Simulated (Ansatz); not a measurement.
Theory: DFT PBE, scalar-relativistic, plane waves, PAW, and for the lanthanide a 4f-in-core norm-conserving potential (Ansatz 0.2.0). Settings: cutoff 770 eV, Γ-centred meshes spaced at most about 0.3 Å⁻¹, and about 0.25 Å⁻¹ or finer for metals (2π included), Gaussian smearing. No spin polarisation.

Temperature and zero-point effects are left out.

Two relaxed structures of Er3H:

1.

```xyz
8
Lattice="8.3495 0.0000 0.0000 -4.1748 7.2309 0.0000 0.0000 0.0000 3.3220" Properties=species:S:1:pos:R:3 pbc="T T T"
Er    0.0000    2.9341    0.8305
Er    1.6337    5.7638    0.8305
Er   -1.6337    5.7638    0.8305
Er    4.1748    4.2968    2.4915
Er    2.5410    1.4671    2.4915
Er    5.8085    1.4671    2.4915
H     0.0000    4.8206    2.4915
H     4.1748    2.4103    0.8305
```

2.

```xyz
4
Lattice="4.7530 0.0000 0.0000 0.0000 4.7530 0.0000 0.0000 0.0000 4.7530" Properties=species:S:1:pos:R:3 pbc="T T T"
Er    0.0000    2.3765    2.3765
Er    2.3765    0.0000    2.3765
Er    2.3765    2.3765    0.0000
H     2.3765    2.3765    2.3765
```

Question: Which is lower in energy, and by how much?

Answer: Cell 1 is lower, by 87 meV/atom. Cell 1 has space group P6_3/mmc (No. 194), 25.1 Å³/atom and no gap on its mesh; cell 2 has the anti-ReO3 type, space group Pm-3m (No. 221), 26.8 Å³/atom and no gap. The denser one is the lower, and pressure would at first widen the difference. Even the lower one lies +0.22 eV/atom against the reference forms of the elements (uncorrected), so neither is stable at this level. In cell 1, around Er lie 2 H at 2.51 Å and 8 Er at 3.27–3.37 Å; H has 6 Er at 2.51 Å. In cell 2, Er is surrounded by 2 H at 2.38 Å and 8 Er at 3.36 Å; around H lie 6 Er at 2.38 Å. Both come from invented guesses.

With hydrogen, zero-point motion can shift such differences by 10 meV/atom or more. Cells relaxed within their symmetry can be saddle points.

The lanthanide is trivalent by construction, without f bands, f moments or other valences.
